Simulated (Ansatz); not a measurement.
# WC: the cost of one run

Computed with Ansatz 0.2.0 (DFT PBEsol, scalar-relativistic, plane waves, PAW, unless a step's input says otherwise).

1 further run of the same task is left out (set aside as unsound or not needed).

## 1. The system as given

It takes space group P-6m2 (No. 187, hexagonal). Conventional cell: a = 2.901 Å, b = 2.901 Å, c = 2.829 Å, α = 90.00°, β = 90.00°, γ = 120.00°. W (site symmetry -6m2) has 6 C at 2.19 Å as nearest neighbours. Around C (site symmetry -6m2) lie 6 W at 2.19 Å.

Structure file:

```xyz
2
Lattice="2.9005 0.0000 0.0000 -1.4503 2.5119 0.0000 0.0000 0.0000 2.8290" Properties=species:S:1:pos:R:3 pbc="T T T"
W     0.0000    0.0000    0.0000
C     1.4503    0.8373    1.4145
```

Source of the structure: the Crystallography Open Database.

## 2. Quick check of gap, pressure and forces

The input, input.yaml:

```yaml
crystal:
  lattice:
    - [2.900501436, 0.0, 0.0]
    - [-1.450250718, 2.5119079273, 0.0]
    - [0.0, 0.0, 2.829]
  atoms:
    - { symbol: W, position: [0.0, 0.0, 0.0] }
    - { symbol: C, position: [0.6666666667, 0.3333333333, 0.5] }
basis:
  ecutwfc: 420
kpoints:
  mp_grid: { grid: [9, 9, 6] }
hamiltonian:
  xc: pbesol
scf:
  occupations: { method: gaussian, width: 0.1 }
output:
  forces: true
  stress: true
  eigenvalues: true
```

**Question.** How long does this run take on 1 thread of an Arm CPU, shared host, and how much memory does it need?

About 2.9 s, with a peak of 0.27 GiB.
